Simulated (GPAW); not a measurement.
# TiSi2 (Cmcm) in GPAW: single point with PBE

Aim: the single point of TiSi2 with PBE.

Everything below comes from runs of GPAW 26.7.0. Logs are shortened: lines on timing, memory, paths and dates and some standing lists are left out, and cuts for length are marked. The log counts tension as positive stress, the text compression.

## (1) Starting point

It takes space group Cmcm (No. 63, orthorhombic). The conventional cell has a = 3.530 Å, b = 13.519 Å, c = 3.565 Å, α = 90.00°, β = 90.00°, γ = 90.00°. Ti (site symmetry m2m) has 10 Si at 2.58 to 2.81 Å as nearest neighbours. Si (site symmetry m2m) has 4 Si at 2.51 Å and 4 Ti at 2.66 to 2.67 Å as nearest neighbours. Around Si (site symmetry m2m) lie 2 Si at 2.38 Å and 4 Ti at 2.58 Å.

The cell comes from a database or a generator and needn't be the stable form of this composition.

## (2) Single point, PBE

File run.py:

```python
from ase import Atoms
from ase.dft.bandgap import bandgap
from ase.io import write
from ase.units import GPa
from gpaw import GPAW, PW

atoms = Atoms(['Ti', 'Ti', 'Si', 'Si', 'Si', 'Si'],
              cell=[[1.765105025, -6.759281535, 0.0],
                    [1.765105025, 6.759281535, 0.0],
                    [0.0, 0.0, 3.56517397]],
              scaled_positions=[[0.10311808, 0.89688192, 0.25],
                                [0.89688192, 0.10311808, 0.75],
                                [0.75031482, 0.24968518, 0.25],
                                [0.24968518, 0.75031482, 0.75],
                                [0.44174855, 0.55825145, 0.25],
                                [0.55825145, 0.44174855, 0.75]],
              pbc=True)

calc = GPAW(mode=PW(500),
            xc='PBE',
            kpts={'size': (6, 6, 6), 'gamma': True},
            occupations={'name': 'fermi-dirac', 'width': 0.05},
            nbands=38,
            maxiter=120,
            txt='gpaw.txt')
atoms.calc = calc
energy = atoms.get_potential_energy()
forces = atoms.get_forces()
stress = atoms.get_stress()
calc.write('gs.gpw')
write('result.traj', atoms)
print(f'Energy: {energy:.6f} eV')
print('Forces (eV/A):')
print(forces.round(4))
print('Stress (GPa):', (stress / GPa).round(3))
print('Fermi level:', round(calc.get_fermi_level(), 4), 'eV')
print(f'Gap: {bandgap(calc)[0]:.4f} eV, direct: {bandgap(calc, direct=True)[0]:.4f} eV')
```

Potentials or basis: GPAW PAW data sets (gpaw-data 1.2.1), pw.

Command:

```bash
$ OMP_NUM_THREADS=1 python run.py
```

gpaw.txt:

```text
__  _  _
 | _ |_)|_||  |
 |__||  | ||/\| - 26.7.0

Input parameters:
  mode=PW(ecut=500.0),
  kpts=MonkhorstPack(size=(6, 6, 6), gamma=True),
  maxiter=120,
  nbands=38,
  occupations=Occupations(name='fermi-dirac', width=0.05),
  xc=XC(name='PBE')

Diagonalizing LCAO Hamiltonian
Converting LCAO to pw mode

             Si
              Ti
          Si

           Si
       Ti
        Si

Atoms  # Å, Bohr magnetons
|   | symbol |        x |         y |        z |    initial magnetic moments |
|---|--------|----------|-----------|----------|-----------------------------|
| 0 |     Ti | 1.765105 |  5.365273 | 0.891293 | ( 0.0000,  0.0000,  0.0000) |
| 1 |     Ti | 1.765105 | -5.365273 | 2.673880 | ( 0.0000,  0.0000,  0.0000) |
| 2 |     Si | 1.765105 | -3.383897 | 0.891293 | ( 0.0000,  0.0000,  0.0000) |
| 3 |     Si | 1.765105 |  3.383897 | 2.673880 | ( 0.0000,  0.0000,  0.0000) |
| 4 |     Si | 1.765105 |  0.787476 | 0.891293 | ( 0.0000,  0.0000,  0.0000) |
| 5 |     Si | 1.765105 | -0.787476 | 2.673880 | ( 0.0000,  0.0000,  0.0000) |

Unit cell  # Å
| periodic |        x |         y |        z |  lengths |     angles |
|----------|----------|-----------|----------|----------|------------|
|      yes | 1.765105 | -6.759282 | 0.000000 | 6.985949 |  90.000000 |
|      yes | 1.765105 |  6.759282 | 0.000000 | 6.985949 |  90.000000 |
|      yes | 0.000000 |  0.000000 | 3.565174 | 3.565174 | 150.729457 |

Number of symmetries: 4
Symmetry operations  # r_c * U_cc + t_c -> r_c
|   | kind |            matrix            |
|---|------|------------------------------|
| 0 |  E   |  1, 0, 0,  0, 1, 0,  0, 0, 1 |
| 1 |  C2  |  0, 1, 0,  1, 0, 0,  0, 0,-1 |
| 2 |  σ   |  0,-1, 0, -1, 0, 0,  0, 0, 1 |
| 3 |  i   | -1, 0, 0,  0,-1, 0,  0, 0,-1 |

BZ-sampling:
  Number of BZ points: 216
  Number of IBZ points: 68

  Monkhorst-Pack size: [6, 6, 6]
  Monkhorst-Pack shift: [0.08333333333333333, 0.08333333333333333, 0.08333333333333333]

K-points  # in reciprocal-cell coordinates
|     |                                coordinates |     weight |
|-----|--------------------------------------------|------------|
|   0 | (  0.00000000,   0.00000000,   0.00000000) | 0.00462963 |
|   1 | (  0.00000000,   0.00000000,   0.16666667) | 0.00925926 |
|   2 | (  0.00000000,   0.00000000,   0.33333333) | 0.00925926 |
|   3 | (  0.00000000,   0.00000000,   0.50000000) | 0.00462963 |
|   4 | (  0.16666667,  -0.16666667,  -0.33333333) | 0.00925926 |
|   5 | (  0.16666667,  -0.16666667,  -0.16666667) | 0.00925926 |
|   6 | (  0.16666667,  -0.16666667,   0.00000000) | 0.00925926 |
|   7 | (  0.16666667,  -0.16666667,   0.16666667) | 0.00925926 |
|   8 | (  0.16666667,  -0.16666667,   0.33333333) | 0.00925926 |
|   9 | (  0.16666667,  -0.16666667,   0.50000000) | 0.00925926 |
| ... |                                            |            |
|  67 | (  0.50000000,   0.50000000,   0.50000000) | 0.00462963 |

Plane wave coefficients: 2188
Cutoff: 500.0 eV

Spin-components: 1 (collinear spins)
Bands:           38
Projectors:      32
Spin-degeneracy: 2
Datatype:        complex128

Parallelization:
  kpt:    1
  domain: 1
  band:   1

Density:
  Valence electrons: 40.0
  Components: 1
  Grid points: [40 40 20]
  Charge: 0.0  # |e|

Potential:
  Grid points: [40 40 20]

species:
  Ti:
    name:    Titanium
    Z:       22.0
    valence: 12
    core:    10
    charge:  0.0  # [|e|]
    compensation charges:
      type: gauss
      rc: 0.38  # [Å]
      lmax: 2
    cutoffs:
      filter: 2.23  # [Å]
      core: 1.02  # [Å]
    projectors
    | kind |    occ | energy [eV] | rcut [Å] |
    |------|--------|-------------|----------|
    |   3s |  2.000 |     -62.623 |    1.270 |
    |   4s |  2.000 |      -4.466 |    1.270 |
    |   3p |  6.000 |     -38.862 |    1.058 |
    |   4p |  0.000 |      -1.466 |    1.058 |
    |   3d |  2.000 |      -4.258 |    1.058 |
    |    d |        |      22.953 |    1.058 |

    Using partial waves for Ti as LCAO basis

  Si:
    name:    Silicon
    Z:       14.0
    valence: 4
    core:    10
    charge:  0.0  # [|e|]
    compensation charges:
      type: gauss
      rc: 0.33  # [Å]
      lmax: 2
    cutoffs:
      filter: 1.86  # [Å]
      core: 2.06  # [Å]
    projectors
    | kind |    occ | energy [eV] | rcut [Å] |
    |------|--------|-------------|----------|
    |   3s |  2.000 |     -10.812 |    1.058 |
    |   3p |  2.000 |      -4.081 |    1.058 |
    |    s |        |      16.399 |    1.058 |
    |    p |        |      23.130 |    1.058 |
    |    d |        |       0.000 |    1.058 |

    Using partial waves for Si as LCAO basis

Reference energy: -77993.405564  # eV

eigensolver:
  PPCG
  Converge bands: occupied
  niter=2

density mixing:
  MSR1-Mixer
  Pratt-step length: 0.05
  Maximum mixing coefficient: 0.75
  Old densities: 10
  SVD Regularization: 0.005
  Good broyden scale: 1.0
  Trust region scale: 1.0
  Backstep threshold: 4.0
  History deletion threshold: 6.0
  Fourier metric: weight=20.0, sigma=0.015

occupation numbers:
  Fermi-Dirac:
    width: 0.0500  # eV

poisson solver:
  ecut: 4000.0  # eV

xc functional:
  name: PBE with 2 nearest neighbor stencil

convergence criteria:
- Maximum [total energy] change in last 3 cyles: 0.0005 eV / valence electron
- Maximum integral of absolute [dens]ity change: 0.0001 electrons / valence electron
- Maximum integral of absolute [eigenst]ate change: 4e-08 eV^2 / valence electron
maximum number of iterations: 120

SCF iterations
|iter     | |      energy | eigst |  dens |
|---------|-|-------------|-------|-------|
|iter:   1| |  -38.236298 | +0.38 |       |
|iter:   2| |  -38.347989 | -2.03 | -1.23 |
|iter:   3| |  -38.673979 | -1.18 | -1.25 |
|iter:   4| |  -38.263460 | -1.45 | -1.40 |
|iter:   5| |  -38.240089 | -2.29 | -1.71 |
|iter:   6| |  -38.230745 | -3.01 | -2.07 |
|iter:   7| |  -38.228003c| -3.63 | -2.36 |
|iter:   8| |  -38.228047c| -5.11 | -3.09 |
|iter:   9| |  -38.228048c| -6.67 | -3.82 |
|iter:  10| |  -38.228048c| -8.04c| -4.43c|

Converged in 10 steps
Energy contributions relative to reference atoms: (reference = -77993.405564)

Energy contributions:
  Kinetic:          43.339544
  Coulomb:         -34.378063
  Zero:             -0.204938
  External:          0.000000
  Xc:              -46.977176
  Entropy:          -0.014829
  Spinorbit:         0.000000
  ----------------------------
  Free energy:     -38.235462
  Extrapolated:    -38.228048

dipole moment: (-0.000009, -0.000000, -0.000009)  # |e|*Ang

Fermi level: 10.125
Eigenvalues  # (at kpt = [0.000, 0.000, 0.000])
| band index |      eig [eV] | occ [0-2] |
|------------|---------------|-----------|
|          0 |       -46.680 |     2.000 |
|        ... |               |           |
|         11 |         6.725 |     2.000 |
|         12 |         7.030 |     2.000 |
|         13 |         7.208 |     2.000 |
|         14 |         7.516 |     2.000 |
|         15 |         7.584 |     2.000 |
|         16 |         7.974 |     2.000 |
|         17 |         8.024 |     2.000 |
|         18 |         8.051 |     2.000 |
|         19 |        10.599 |     0.000 |
|         20 |        10.832 |     0.000 |
|         21 |        10.955 |     0.000 |
|         22 |        11.021 |     0.000 |
|         23 |        11.486 |     0.000 |
|         24 |        11.503 |     0.000 |
|         25 |        12.227 |     0.000 |
|         26 |        12.733 |     0.000 |
|        ... |               |           |
|         37 |        20.124 |     0.000 |

No gap
No difference between direct/indirect transitions

Forces  # eV/Ang
|       x |        y |        z |
|---------|----------|----------|
| 0.00000 |  0.03936 | -0.00000 |  # Ti   0
| 0.00000 | -0.03936 |  0.00000 |  # Ti   1
| 0.00000 | -0.03969 |  0.00000 |  # Si   2
| 0.00000 |  0.03969 | -0.00000 |  # Si   3
| 0.00000 |  0.23287 |  0.00000 |  # Si   4
| 0.00000 | -0.23287 | -0.00000 |  # Si   5

Stress tensor  # eV/Ang^3
|         x |         y |         z |
|-----------|-----------|-----------|
| -0.016369 |  0.000000 |  0.000000 |
|  0.000000 | -0.013780 |  0.000000 |
|  0.000000 |  0.000000 | -0.015775 |

# Writing to gs.gpw (mode='')
```

It took 3 min on 1 thread of Arm Neoverse V1, shared host; peak memory 0.31 GiB.

What came out:

| Quantity | Value |
| --- | --- |
| Free energy | -38.2355 eV |
| Pressure | 2.5 GPa |
| Largest force | 0.233 eV/Å |
| Band gap on the k mesh | none (metal or under the smearing width) |

Forces in eV/Å, atoms in the order of the input:
```
Ti   0.000  0.039  0.000
Ti   0.000 -0.039  0.000
Si   0.000 -0.040  0.000
Si   0.000  0.040  0.000
Si   0.000  0.233  0.000
Si   0.000 -0.233  0.000
```

Caveat: the cutoff is short for stress and forces, so pressures can be off by a GPa or more; the program warned that so skewed a cell can give wrong results.
